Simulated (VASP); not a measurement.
Write the native input for VASP 6.6.1 that does the following.

```yaml
Task: relaxation of cell and atoms
Functional: PBEsol
Potentials_or_basis: VASP PAW PBE potentials, release 64 (Se)
Cutoff: 600 eV
k_mesh: 22 × 22 × 22
Occupations: gaussian, width 0.1 eV
Spin: no spin polarisation
Target_pressure: 185 GPa
Dipole_correction: no
Further_INCAR_settings: ALGO = Fast; EDIFF = 1e-07; IBRION = 2; EDIFFG = -0.002; NSW = 100; ISIF = 3
Target_pressure: 185 GPa
```

The structure of Se lies in POSCAR:

```
Se
1.0
   -1.3875326973      1.3875326973      1.3875326973
    1.3875326973     -1.3875326973      1.3875326973
    1.3875326973      1.3875326973     -1.3875326973
Se
1
Direct
    0.0000000000      0.0000000000      0.0000000000
```

This isn't the form of Se at room conditions, which is trigonal, of chains.

These files were run (other wordings do the same):

INCAR

```
ALGO = Fast
EDIFF = 1E-7
EDIFFG = -0.002
ENCUT = 600
GGA = PS
IBRION = 2
ISIF = 3
ISMEAR = 0
LASPH = True
LCHARG = False
LREAL = False
LWAVE = False
NELM = 100
NSW = 100
PREC = Accurate
PSTRESS = 1850.0
SIGMA = 0.1
```

KPOINTS

```
k-points
0
Gamma
  22 22 22
```

Potentials or basis: VASP PAW PBE potentials, release 64 (Se).

Run with:

```bash
$ cat potpaw_PBE.64/Se/POTCAR > POTCAR
$ mpirun -np 1 vasp_std > vasp.out
```

Results of the run:

| Quantity | Value |
| --- | --- |
| Relaxed volume | 10.73 Å³/atom |
| Relaxed cell | a = 2.407 Å, b = 2.407 Å, c = 2.407 Å, α = 109.47°, β = 109.47°, γ = 109.47° |
| Space group after relaxing (to 0.05 Å) | Im-3m (No. 229) |
| Energy change on relaxing (the enthalpy is what falls) | -56.7 meV/atom |
| Ionic steps | 4 |
| Pressure after relaxing | 185.0 GPa |
| Band gap on the k mesh | none (metal or under the smearing width) |

Caveat: the cell is relaxed towards a set pressure, so the enthalpy falls and the energy may rise; the PAW data sets were made with another functional, which shifts forces and pressure a little.

Wall time 21 s on 1 thread of Intel(R) Xeon(R) 6975P-C (Granite Rapids), with other jobs on the host, peak memory 0.15 GiB.
